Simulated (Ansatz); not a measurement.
**Cold compression of HfO2 (rutile type)**

```
Hf O
1.0
     4.88038    0.00000    0.00000
     0.00000    4.88038    0.00000
     0.00000    0.00000    3.23759
Hf O
2 4
Cartesian
  0.0000 0.0000 0.0000
  2.4402 2.4402 1.6188
  1.4894 1.4894 0.0000
  3.3909 3.3909 0.0000
  3.9296 0.9508 1.6188
  0.9508 3.9296 1.6188
```

The cell comes from a relaxation on PAW files under the same functional, begun from a prototype that needn't be the stable phase.

Its volume is scaled, and at each volume shape and atoms are relaxed on PAW files; all methods then take that cell.

Level of theory: DFT with PBE, scalar-relativistic, in Ansatz 0.2.0; a Γ-centred 7×7×11 k mesh, Fermi–Dirac smearing of 0.1 eV, no spin polarisation. LAPW: all electrons, basis error target 1 meV/atom; PAW: frozen-core files, cutoff 420 eV; crystal datasets: all electrons, by PAW datasets that the program makes for each cell; norm-conserving: pseudopotentials, cutoff 1240 eV; PAW (cutoff 1000 eV): frozen-core files, cutoff 1000 eV.

Energies are extrapolated to zero smearing and count from the unscaled cell; pressure is positive in compression; gaps take the mesh and a band path. No temperature or zero-point motion is included.

Spin–orbit coupling is left out, which matters for the heavy atoms. The structure type is held throughout; the real material can change phase at far lower pressure.

```
V/V0  V (Å³/atom)  P LAPW (GPa)  ΔE LAPW (eV/atom)  P PAW − LAPW (GPa)  ΔE PAW − LAPW (meV/atom)  gap (eV)  space group  shortest distance (Å)
1.00        12.85          0.07              0.000               -0.05                       0.0      3.90     P4_2/mnm                  2.104
0.94        12.08         14.55              0.033               -0.06                      -0.2         –     P4_2/mnm                  2.051
0.88        11.31          34.5              0.149               -0.07                      -0.5         –     P4_2/mnm                  1.998
0.80        10.28          73.3              0.486               -0.09                      -0.9         –     P4_2/mnm                  1.927
0.72         9.25         132.8              1.133                0.00                      -1.3         –     P4_2/mnm                  1.855
0.62         7.97             ?              2.645                0.62                       1.2         ?     P4_2/mnm                  1.761
```

(1) Fill in "P LAPW (GPa)" for the row "0.62".

(2) Fill in "gap (eV)" for the row "0.62".

(3) Fit the Vinet equation to the LAPW pressures over the whole range, with residuals weighted by 1/(|P| + 0.03·Pmax).

(4) At the smallest volume, how far do crystal datasets and norm-conserving and PAW (cutoff 1000 eV) lie from LAPW in pressure?

(5) How do the Löwdin populations by LAPW change from the unscaled cell to the last row?

Answers

(1) 256.1.

(2) 3.47.

(3) V0 = 12.86 Å³/atom, B0 = 206 GPa and B0′ = 4.24, and the fit misses no point by more than 0.65 GPa. A fit over so wide a range pins B0 less well than one near rest.

(4) crystal datasets: 0.00 GPa; norm-conserving: -0.15 GPa; PAW (cutoff 1000 eV): -0.66 GPa, on a LAPW pressure of 256.1 GPa.

(5) Hf 5s 1.97 → 1.93, Hf 6s 0.43 → 0.39, Hf 5d 2.15 → 2.64, O 2s 1.70 → 1.58, O 2p 4.99 → 4.93 electrons an atom. These are projections on the shells that the free atoms fill; 0.19 e a cell lies outside them at the start and 0.17 e at the end.
